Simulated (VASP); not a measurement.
# SnTe (Pm-3m) in VASP: further runs

One crystal, SnTe, is run at these levels: PBE+D3(BJ); tasks: single point.

Program: VASP 6.6.1. These are calculated values, not measurements. Logs are shortened: lines on timing, memory, paths and dates and some standing lists are left out, and cuts for length are marked.

## Step 1: The structure

The structure is cubic, space group Pm-3m (No. 221). The conventional cell has a = 3.905 Å, b = 3.905 Å, c = 3.905 Å, α = 90.00°, β = 90.00°, γ = 90.00°. Sn (site symmetry m-3m) has 8 Te at 3.38 Å as nearest neighbours. Te (site symmetry m-3m) is surrounded by 8 Sn at 3.38 Å.

Measurements of this composition are mostly on another form, of space group No. 225.

## Step 2: Single point, PBE+D3(BJ)

INCAR

```
  ALGO = Normal
  EDIFF = 1E-6
  ENCUT = 520
  GGA = PE
  ISIF = 2
  ISMEAR = 0
  IVDW = 12
  LASPH = True
  LCHARG = True
  LELF = True
  LREAL = False
  LVHAR = True
  LWAVE = False
  NBANDS = 17
  NELM = 100
  PREC = Accurate
  SIGMA = 0.15
```

KPOINTS

```
k-points
0
Gamma
  14 14 14
```

POSCAR

```
SnTe
1.0
    3.9047000000      0.0000000000      0.0000000000
    0.0000000000      3.9047000000      0.0000000000
    0.0000000000      0.0000000000      3.9047000000
Sn Te
1 1
Direct
    0.0000000000      0.0000000000      0.0000000000
    0.5000000000      0.5000000000      0.5000000000
```

Potentials or basis: VASP PAW PBE potentials, release 64 (Sn_d, Te).

Command:

```
$ cat potpaw_PBE.64/Sn_d/POTCAR potpaw_PBE.64/Te/POTCAR > POTCAR
$ mpirun -np 1 vasp_std > vasp.out
```

OUTCAR:

```text
EDIFF = 1E-6
   ENCUT = 520
   GGA = PE
   ISIF = 2
   ISMEAR = 0
   IVDW = 12
   LASPH = True
   LREAL = False
   NELM = 100
   PREC = Accurate
 IVDW          = 12

 ion  position               nearest neighbor table
   1  0.000  0.000  0.000-   2 3.38   2 3.38   2 3.38   2 3.38   2 3.38   2 3.38   2 3.38   2 3.38

   2  0.500  0.500  0.500-   1 3.38   1 3.38   1 3.38   1 3.38   1 3.38   1 3.38   1 3.38   1 3.38

  LATTYP: Found a simple cubic cell.
 ALAT       =     3.9047000000

  Lattice vectors:

 A1 = (   3.9047000000,   0.0000000000,   0.0000000000)
 A2 = (   0.0000000000,   3.9047000000,   0.0000000000)
 A3 = (   0.0000000000,   0.0000000000,   3.9047000000)

Analysis of symmetry for initial positions (statically):
=====================================================================
 Subroutine PRICEL returns:
 Original cell was already a primitive cell.

 Routine SETGRP: Setting up the symmetry group for a
 simple cubic supercell.

 Subroutine GETGRP returns: Found 48 space group operations
 (whereof 48 operations were pure point group operations)
 out of a pool of 48 trial point group operations.

The static configuration has the point symmetry O_h .

Analysis of symmetry for dynamics (positions and initial velocities):
=====================================================================
 Subroutine PRICEL returns:
 Original cell was already a primitive cell.

 Routine SETGRP: Setting up the symmetry group for a
 simple cubic supercell.

 Subroutine GETGRP returns: Found 48 space group operations
 (whereof 48 operations were pure point group operations)
 out of a pool of 48 trial point group operations.

The dynamic configuration has the point symmetry O_h .

 Subroutine INISYM returns: Found 48 space group operations
 (whereof 48 operations are pure point group operations),
 and found     1 'primitive' translations

----------------------------------------------------------------------------------------

                                     Primitive cell

  volume of cell :      59.5337

  direct lattice vectors                    reciprocal lattice vectors
     3.904700000  0.000000000  0.000000000     0.256101621  0.000000000  0.000000000
     0.000000000  3.904700000  0.000000000     0.000000000  0.256101621  0.000000000
     0.000000000  0.000000000  3.904700000     0.000000000  0.000000000  0.256101621

  length of vectors
     3.904700000  3.904700000  3.904700000     0.256101621  0.256101621  0.256101621

  position of ions in fractional coordinates (direct lattice)
     0.000000000  0.000000000  0.000000000
     0.500000000  0.500000000  0.500000000

  ion indices of the primitive-cell ions
   primitive index   ion index
                 1           1
                 2           2

----------------------------------------------------------------------------------------

 KPOINTS: k-points

Automatic generation of k-mesh.
 Grid dimensions read from file:
 generate k-points for:   14   14   14

 Generating k-lattice:

  Cartesian coordinates                     Fractional coordinates (reciprocal lattice)
     0.018292973  0.000000000  0.000000000     0.071428571  0.000000000  0.000000000
     0.000000000  0.018292973  0.000000000     0.000000000  0.071428571  0.000000000
     0.000000000  0.000000000  0.018292973     0.000000000  0.000000000  0.071428571

  Length of vectors
     0.018292973  0.018292973  0.018292973

  Shift w.r.t. Gamma in fractional coordinates (k-lattice)
     0.000000000  0.000000000  0.000000000

 Subroutine IBZKPT returns following result:
 ===========================================

 Found    120 irreducible k-points:

 Following reciprocal coordinates:
            Coordinates               Weight
  0.000000  0.000000  0.000000      1.000000
  0.071429  0.000000  0.000000      6.000000
  0.142857  0.000000  0.000000      6.000000
  0.214286  0.000000  0.000000      6.000000
  0.285714  0.000000  0.000000      6.000000
  0.357143  0.000000  0.000000      6.000000
[... 16 lines left out ...]
  0.285714  0.214286  0.000000     24.000000
  0.357143  0.214286  0.000000     24.000000
 [... further k-points ...]
   k-points           NKPTS =    120   k-points in BZ     NKDIM =    120   number of bands    NBANDS=     17
   number of dos      NEDOS =    301   number of ions     NIONS =      2
   total plane-waves  NPLWV =  27000
   dimension x,y,z NGX =    30 NGY =   30 NGZ =   30
   dimension x,y,z NGXF=    60 NGYF=   60 NGZF=   60
   ions per type =               1   1
   NGX,Y,Z   is equivalent  to a cutoff of  12.77, 12.77, 12.77 a.u.
   NGXF,Y,Z  is equivalent  to a cutoff of  25.55, 25.55, 25.55 a.u.
 SYSTEM =  unknown system
   PREC   = accura    normal or accurate (medium, high low for compatibility)
   ISTART =      0    job   : 0-new  1-cont  2-samecut
   ICHARG =      2    charge: 1-file 2-atom 10-const
   ISPIN  =      1    spin polarized calculation?
   LNONCOLLINEAR =      F non collinear calculations
   LSORBIT =      F    spin-orbit coupling
   LASPH  =      T    aspherical Exc in radial PAW
   ENCUT  =  520.0 eV  38.22 Ry    6.18 a.u.   7.26  7.26  7.26*2*pi/ulx,y,z
   NELM   =    100;   NELMIN=  2; NELMDL= -5     # of ELM steps
   EDIFF  = 0.1E-05   stopping-criterion for ELM
   LREAL  =      F    real-space projection
   EDIFFG = 0.1E-04   stopping-criterion for IOM
   NSW    =      0    number of steps for IOM
   IBRION =     -1    ionic relax: 0-MD 1-quasi-New 2-CG
   NFREE  =      0    steps in history (QN), initial steepest desc. (CG)
   ISIF   =      2    stress and relaxation
   ISYM   =      2    0-nonsym 1-usesym 2-fastsym
   POTIM  = 0.5000    time-step for ionic-motion
   TEBEG  =    0.0;   TEEND  =   0.0 temperature during run
   PSTRESS=    0.0 pullay stress
   NELECT =      20.0000    total number of electrons
   NUPDOWN=      -1.0000    fix difference up-down
   EMIN   =  10.00;   EMAX   =-10.00  energy-range for DOS
   EFERMI =   0.00;   METHOD = LEGACY
   ISMEAR =     0;   SIGMA  =   0.15  broadening in eV -4-tet -1-fermi 0-gaus
   EFERMI_NEDOS =   21; number of points for ismear=-14 and -15
   IALGO  =     38    algorithm
   IMIX   =      4    mixing-type and parameters
     AMIX     =   0.40;   BMIX     =  1.00
     AMIX_MAG =   1.60;   BMIX_MAG =  1.00
  volume/ion in A,a.u.               =      29.77       200.88
  Fermi-wavevector in a.u.,A,eV,Ry     =   1.138057  2.150615 17.621893  1.295173
  Thomas-Fermi vector in A             =   2.274761
   LORBIT       =      0    0 simple, 1 ext, 2 COOP (PROOUT), +10 PAW based schemes
   GGA     = PE    functional components
   LHFCALC =     F    Hartree Fock is set to
   AEXX    =    0.0000 exact exchange contribution
   IVDW    =    12    specifies the selected vdW correction
   LEPSILON=     F    determine dielectric tensor
   LRPA    =     F    only Hartree local field effects (RPA)
 non-spin polarized calculation
 Gauss-broadening in eV      SIGMA  =   0.15
  energy-cutoff  :      520.00
  volume of cell :       59.53
 maximum number of plane-waves:      1628
 NGX is ok and might be reduce to    30
   NGX = 15   NGY = 15   NGZ = 15

 number of electron      19.9999983 magnetization

 Free energy of the ion-electron system (eV)
  ---------------------------------------------------
  ext. energy  EPLUGINS =         0.00000000
  ---------------------------------------------------
  free energy    TOTEN  =        -7.08933566 eV

  energy without entropy =       -7.07480881  energy(sigma->0) =       -7.08207223

 E-fermi :   7.0183     XC(G=0):  -9.8761

 val. band max:        7.0165086134   @ k =   0.5000   0.4286   0.3571
 cond. band min:       7.0223527986   @ k =   0.4286   0.2857   0.0000
 fundamental gap:      0.0058441851
 Fermi energy:         7.0183244983

 k-point     1 :       0.0000    0.0000    0.0000
  band No.  band energies     occupation
      1     -14.5858      2.00000
      2     -14.5858      2.00000
      3     -14.5484      2.00000
      4     -14.5484      2.00000
      5     -14.5484      2.00000
      6      -5.2669      2.00000
[... 9 lines left out ...]
     16      17.9153      0.00000
     17      17.9153      0.00000

 k-point     2 :       0.0714    0.0000    0.0000
  band No.  band energies     occupation
      1     -14.5857      2.00000
      2     -14.5842      2.00000
      3     -14.5489      2.00000
      4     -14.5489      2.00000
      5     -14.5483      2.00000
      6      -5.2270      2.00000
[... 9 lines left out ...]
     16      17.6834      0.00000
     17      17.6851      0.00000

 k-point     3 :       0.1429    0.0000    0.0000
  band No.  band energies     occupation
      1     -14.5856      2.00000
      2     -14.5797      2.00000
      3     -14.5504      2.00000
      4     -14.5504      2.00000
      5     -14.5482      2.00000
      6      -5.1092      2.00000
[... 9 lines left out ...]
     16      17.1382      0.00000
     17      17.4642      0.00000

 k-point     4 :       0.2143    0.0000    0.0000
  band No.  band energies     occupation
      1     -14.5853      2.00000
      2     -14.5733      2.00000
      3     -14.5525      2.00000
      4     -14.5525      2.00000
      5     -14.5481      2.00000
      6      -4.9206      2.00000
[... 9 lines left out ...]
     16      16.1148      0.00000
     17      17.4739      0.00000
[... 343 lines left out ...]
      1     -14.5789      2.00000
      2     -14.5665      2.00000
      3     -14.5573      2.00000
      4     -14.5523      2.00000
      5     -14.5517      2.00000
      6      -4.5891      2.00000
[... 9 lines left out ...]
     16      15.2397      0.00000
     17      15.6628      0.00000

 k-point    23 :       0.2857    0.2143    0.0000
  band No.  band energies     occupation
      1     -14.5775      2.00000
      2     -14.5604      2.00000
      3     -14.5601      2.00000
      4     -14.5543      2.00000
      5     -14.5517      2.00000
      6      -4.3592      2.00000
[... 9 lines left out ...]
     16      15.1339      0.00000
     17      15.4775      0.00000

 k-point    24 :       0.3571    0.2143    0.0000
  band No.  band energies     occupation
      1     -14.5767      2.00000
      2     -14.5626      2.00000
      3     -14.5563      2.00000
      4     -14.5544      2.00000
      5     -14.5515      2.00000
      6      -4.1118      2.00000
[... 9 lines left out ...]
     16      15.5537      0.00000
     17      16.4528      0.00000

 [... further k-points ...]

------------------------ aborting loop because EDIFF is reached ----------------------------------------

 Edisp (eV)   -0.83713

 E8    (eV) :    -0.3919

  FORCE on cell =-STRESS in cart. coord.  units (eV):
  Direction    XX          YY          ZZ          XY          YZ          ZX
  --------------------------------------------------------------------------------------
  -------------------------------------------------------------------------------------
  Total      -0.96803    -0.96803    -0.96803     0.00000     0.00000    -0.00000
  in kB     -26.05164   -26.05164   -26.05164     0.00000     0.00000    -0.00000
  external pressure =      -26.05 kB  Pullay stress =        0.00 kB

 VOLUME and BASIS-vectors are now :
 -----------------------------------------------------------------------------
  energy-cutoff  :      520.00
  volume of cell :       59.53
      direct lattice vectors                 reciprocal lattice vectors
     3.904700000  0.000000000  0.000000000     0.256101621  0.000000000  0.000000000
     0.000000000  3.904700000  0.000000000     0.000000000  0.256101621  0.000000000
     0.000000000  0.000000000  3.904700000     0.000000000  0.000000000  0.256101621

 POSITION                                       TOTAL-FORCE (eV/Angst)
 -----------------------------------------------------------------------------------
      0.00000      0.00000      0.00000         0.000000      0.000000      0.000000
      1.95235      1.95235      1.95235         0.000000      0.000000      0.000000
 -----------------------------------------------------------------------------------
    total drift:                                0.000000     -0.000000     -0.000000

  FREE ENERGIE OF THE ION-ELECTRON SYSTEM (eV)
  ---------------------------------------------------
  free  energy   TOTEN  =        -7.9264667258 eV

  energy  without entropy=       -7.9119398701  energy(sigma->0) =       -7.91920330
```

Wall time 43 s (1 thread of Intel Xeon Platinum 8488C (Sapphire Rapids), shared host); peak memory 0.27 GiB.

Results:

```yaml
Free_energy: -7.9265 eV
Pressure: -2.6 GPa
Band_gap_on_the_k_mesh: none (metal or under the smearing width)
Dispersion_energy_per_atom: -0.419 eV
```

Levels at points of the mesh, in eV from the Fermi level:
```
           k point  band 7  band 8  band 9  band 10  band 11  band 12  band 13  band 14
(0.00, 0.00, 0.00)   -5.29   -1.70   -1.70    -1.70     3.61     3.61     5.37     5.37
(0.50, 0.00, 0.00)   -8.13   -0.23   -0.23     0.02     0.22     2.20     2.20     5.42
(0.50, 0.50, 0.00)   -6.34   -4.73   -4.73     0.32     3.39     3.81     3.81     5.98
(0.50, 0.50, 0.50)   -5.23   -2.83   -2.83    -2.83    -1.27    -1.27    -1.27    13.95
```

Caveat: pairwise dispersion overbinds metals, which lowers pressure and volume. Spin-orbit coupling is left out, which matters for the levels of Te.

## Step 3: Single point, PBE+D3(BJ)

INCAR

```
PREC = Accurate ; ENCUT = 520
EDIFF = 1E-6 ; ISMEAR = 0
SIGMA = 0.15 ; LREAL = False
LASPH = True ; NELM = 100
ALGO = Normal ; ISIF = 2
LWAVE = False ; LCHARG = False
GGA = PE ; IVDW = 12
NBANDS = 17
```

KPOINTS

```
regular mesh
0
Gamma
  12 12 12
```

POSCAR is that of step 2.

Potentials or basis: VASP PAW PBE potentials, release 64 (Sn_d, Te).

Command:

```
$ cat potpaw_PBE.64/Sn_d/POTCAR potpaw_PBE.64/Te/POTCAR > POTCAR
$ mpirun -np 1 vasp_std > vasp.out
```

Run time: 32 s. Hardware: 1 thread of Intel Xeon Platinum 8488C (Sapphire Rapids), shared host; peak memory 0.24 GiB.

Results (log left out):

| Item | Value |
| --- | --- |
| Free energy | -7.9267 eV |
| Pressure | -2.5 GPa |
| Band gap on the k mesh | none (metal or under the smearing width) |
| Dispersion energy per atom | -0.419 eV |

Levels at points of the mesh, in eV from the Fermi level:
```csv
k point,band 8,band 9,band 10,band 11,band 12,band 13
"(0.00, 0.00, 0.00)",-1.72,-1.72,-1.72,3.59,3.59,5.35
"(0.50, 0.00, 0.00)",-0.24,-0.24,0.00,0.19,2.17,2.17
"(0.50, 0.50, 0.00)",-4.75,-4.75,0.30,3.36,3.79,3.79
"(0.50, 0.50, 0.50)",-2.85,-2.85,-2.85,-1.30,-1.30,-1.30
```

Caveat: pairwise dispersion overbinds metals, which lowers pressure and volume.
